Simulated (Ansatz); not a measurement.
# Cu₂O under pressure

These are results of Ansatz, DFT PBE, scalar-relativistic, plane waves, PAW, not measurements. (420 eV cutoff, 8×8×8 k-mesh, Gaussian smearing of 0.02 eV, no spin polarisation)

The relaxed crystal:

```yaml
crystal:
  lattice:
    - [4.29824, 0.00000, 0.00000]
    - [0.00000, 4.29824, 0.00000]
    - [0.00000, 0.00000, 4.29824]
  atoms:
    - { symbol: Cu, position: [0.25000, 0.25000, 0.25000] }
    - { symbol: Cu, position: [0.25000, 0.75000, 0.75000] }
    - { symbol: Cu, position: [0.75000, 0.75000, 0.25000] }
    - { symbol: Cu, position: [0.75000, 0.25000, 0.75000] }
    - { symbol: O, position: [0.00000, 0.00000, 0.00000] }
    - { symbol: O, position: [0.50000, 0.50000, 0.50000] }
```

Cell and atoms are relaxed at each pressure within the symmetry of the start, at zero temperature, so transitions that lower the symmetry aren't seen. The k-mesh given is that at zero pressure and may differ at others. a, b and c are the lengths of the cell vectors above. Gaps are Kohn–Sham gaps over the whole zone.

Pressures computed: -1, 1, 4, 12, 25, 50, 90 GPa.

**Question.** At which pressure does the cell have a = 4.082, b = 4.082 and c = 4.082 Å?

**Answer.** About 25 GPa, where V/V0 = 0.856 and the gap is 0.73 eV.